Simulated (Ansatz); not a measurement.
Errors in the atomisation enthalpy at 298 K

6 molecules with nitrogen; the atomisation enthalpy at 298 K in kJ/mol, computed less measured. Shapes, held fixed at every level: PBE0-D4/def2-TZVP. Flexible molecules stand in one conformer, not always the lowest. Thermal terms are harmonic and unscaled (PBE0-D4/def2-TZVP); the spin-orbit lowering of the free atoms is taken from their spectra. Programs: Ansatz 0.2.0. Measured values: Active Thermochemical Tables, CRC Handbook of Chemistry and Physics.

Levels: A = SPW92/def2-TZVPP; B = MP2/def2-TZVPP; C = CCSD(T)/CBS estimate.

```csv
molecule,from tabulated heats,A,B,C
CH5N (methylamine),2300,+325,-60,0
CH4N2O (urea),3029,+579,-45,-17
C2H5NO (acetamide),3484,+592,-38,-11
C3H5N (isocyanoethane),3571,+528,-47,-19
C4H5N (SMILES c1cc[nH]c1),4322,+741,-11,-17
C4H7N (butyronitrile),4832,+699,-43,-15
```

(1) Sum up the errors.

## Answers

(1) 
```json
{"level": "SPW92/def2-TZVPP", "kind": "LDA", "mean error": "+577.3", "mean absolute error": "577.3", "worst case": "C4H5N"}
{"level": "MP2/def2-TZVPP", "kind": "perturbation theory", "mean error": "-40.7", "mean absolute error": "40.7", "worst case": "CH5N"}
{"level": "CCSD(T)/CBS estimate", "kind": "coupled cluster or CI", "mean error": "-13.2", "mean absolute error": "13.2", "worst case": "C3H5N"}
```

On this set CCSD(T)/CBS estimate has the smallest mean absolute error and SPW92/def2-TZVPP the largest. SPW92/def2-TZVPP is too high in 6 of 6; MP2/def2-TZVPP is too low in 6 of 6; CCSD(T)/CBS estimate is too low in 5 of 6. Heats of the atoms come from ATcT where it has them. The levels differ in basis as well as in method. The tabulated value of CH4N2O is in doubt (older tables, estimates, or at odds with other calculations) and kept here. Over the 5 molecules whose values aren't doubted the mean absolute errors are A 577.0; B 39.8; C 12.4. Correlated wave functions converge slowly with the basis. The CBS estimate extrapolates MP2 from def2-TZVPP and def2-QZVPP and adds CCSD(T) − MP2 in the triple-zeta set, cores frozen. The set is small.
